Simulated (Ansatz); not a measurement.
# CdSe: the cost of one run

The runs shown are made with Ansatz 0.2.0. PAW datasets, plane waves. (Simulation; spin polarisation is off.)

## Step 1: The cell

The cell was relaxed beforehand with r2SCAN.

It is hexagonal, P6_3mc (No. 186); conventional cell a = 4.341 Å, c = 7.077 Å, 28.87 Å³ an atom. Around Cd lie 4 Se at 2.66 Å; around Se lie 4 Cd at 2.66 Å.

Coordinates:

```cif
data_structure
_symmetry_space_group_name_H-M 'P6_3mc'
_symmetry_Int_Tables_number 186
_cell_length_a 4.3407
_cell_length_b 4.3407
_cell_length_c 7.0766
_cell_angle_alpha 90.000
_cell_angle_beta 90.000
_cell_angle_gamma 120.000
_cell_volume 115.47
loop_
_atom_site_label
_atom_site_type_symbol
_atom_site_symmetry_multiplicity
_atom_site_Wyckoff_symbol
_atom_site_fract_x
_atom_site_fract_y
_atom_site_fract_z
_atom_site_occupancy
Cd1 Cd 2 b 0.33333 0.66667 0.99952 1
Se1 Se 2 b 0.33333 0.66667 0.37548 1
```

## Step 2: PBE band path

Contents of input.yaml:

```yaml
crystal:
  lattice:
    - [4.3407236659, 0.0, 0.0]
    - [-2.1703618329, 3.7591769655, 0.0]
    - [0.0, 0.0, 7.0766459782]
  atoms:
    - { symbol: Cd, position: [0.3333333333, 0.6666666667, -0.0004760038] }
    - { symbol: Cd, position: [0.6666666667, 0.3333333333, 0.4995239962] }
    - { symbol: Se, position: [0.3333333333, 0.6666666667, 0.3754760038] }
    - { symbol: Se, position: [0.6666666667, 0.3333333333, 0.8754760038] }
kpoints:
  mp_grid: { grid: [12, 12, 4] }
  band_path:
    path:
      - [[0.0, 0.0, 0.0], [0.5, -4.043689233621e-17, 6.373947026812e-19], [0.3333333333333, 0.3333333333333, 4.249298017907e-19], [0.0, 0.0, 0.0], [1.549686239654e-36, -2.698651082794e-36, 0.5], [0.5, -4.049681105754e-17, 0.5], [0.3333333333333, 0.3333333333333, 0.5], [1.549686239654e-36, -2.698651082794e-36, 0.5]]
      - [[0.5, -4.049681105754e-17, 0.5], [0.5, -4.043689233621e-17, 6.373947026812e-19]]
      - [[0.3333333333333, 0.3333333333333, 0.5], [0.3333333333333, 0.3333333333333, 4.249298017907e-19]]
    npoints: 10
hamiltonian:
  xc: pbe
scf:
  occupations: { method: fermi_dirac, width: 0.02 }
  n_extra_bands: 5
output:
  forces: true
  stress: true
  eigenvalues: true
```

Launch:

```console
ansatz run input.yaml --threads 4 --pin off --max-ram 7372MiB --backend cpu --events-out ev --progress --plain --runs-dir out
```

Q: Estimate wall time and peak memory on 4 threads of Arm Neoverse V2, shared host.

About 9.7 s, with a peak of 0.54 GiB.
